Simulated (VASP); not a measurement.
Wanted: the native input for a VASP 6.6.1 run.

| Quantity | Value |
| --- | --- |
| Task | relaxation of cell and atoms |
| Functional | LDA |
| Potentials or basis | VASP PAW LDA potentials, release 64 (Zn, Si, P) |
| Cutoff | 600 eV |
| k mesh | 8 × 8 × 8 |
| Occupations | gaussian, width 0.02 eV |
| Spin | no spin polarisation |
| Further INCAR settings | ALGO = Normal; EDIFF = 1e-07; IBRION = 2; EDIFFG = -0.005; NSW = 90; ISIF = 3 |

The structure of ZnSiP2 lies in POSCAR:

```
ZnSiP2
1.0
   -2.6867032400      2.6867032400      5.2300306300
    2.6867032400     -2.6867032400      5.2300306300
    2.6867032400      2.6867032400     -5.2300306300
Zn Si P
2 2 4
Direct
    0.0000000000      0.0000000000      0.0000000000
    0.7500000000      0.2500000000      0.5000000000
    0.5000000000      0.5000000000      0.0000000000
    0.2500000000      0.7500000000      0.5000000000
    0.3750000000      0.3923012000      0.5173012000
    0.8750000000      0.8576988000      0.4826988000
    0.6076988000      0.1250000000      0.9826988000
    0.1423012000      0.6250000000      0.0173012000
```

The cell is a database's computed one.

The input as run:

INCAR

```
SYSTEM = ZnSiP2
PREC     = Accurate       ! precision mode
ENCUT    = 600            ! plane-wave cutoff, eV
EDIFF    = 1E-7           ! SCF threshold, eV
ISMEAR   = 0              ! smearing method
SIGMA    = 0.02           ! smearing width, eV
LREAL    = .False.        ! projectors in reciprocal space
LASPH    = .True.         ! aspherical terms in the spheres
NELM     = 80             ! most SCF steps
ALGO     = Normal         ! electronic algorithm
ISIF     = 3              ! what is computed and relaxed
LWAVE    = .False.        ! write WAVECAR
LCHARG   = .False.        ! write CHGCAR
IBRION   = 2              ! ionic algorithm
NSW      = 90             ! ionic steps
EDIFFG   = -0.005         ! ionic threshold
```

KPOINTS

```
Automatic mesh
0
Gamma
  8 8 8
  0 0 0
```

Potentials or basis: VASP PAW LDA potentials, release 64 (Zn, Si, P).

Launch:

```sh
$ cat potpaw_LDA.64/Zn/POTCAR potpaw_LDA.64/Si/POTCAR potpaw_LDA.64/P/POTCAR > POTCAR
$ mpirun -np 1 vasp_std > vasp.out
```

Results of the run:

```json
{
 "Relaxed volume": "18.30 Å³/atom",
 "Relaxed cell": "a = 6.407 Å, b = 6.407 Å, c = 6.407 Å, α = 131.04°, β = 131.04°, γ = 71.76°",
 "Space group after relaxing (to 0.05 Å)": "I-42d (No. 122)",
 "Energy gained by relaxing": "6.2 meV/atom",
 "Ionic steps": "7",
 "Pressure after relaxing": "0.0 GPa",
 "Band gap on the k mesh": "1.12 eV, direct"
}
```

Wall time 30 min on 1 thread of Intel(R) Xeon(R) Platinum 8375C CPU @ 2.90GHz (Ice Lake) (shared host), peak memory 0.53 GiB.
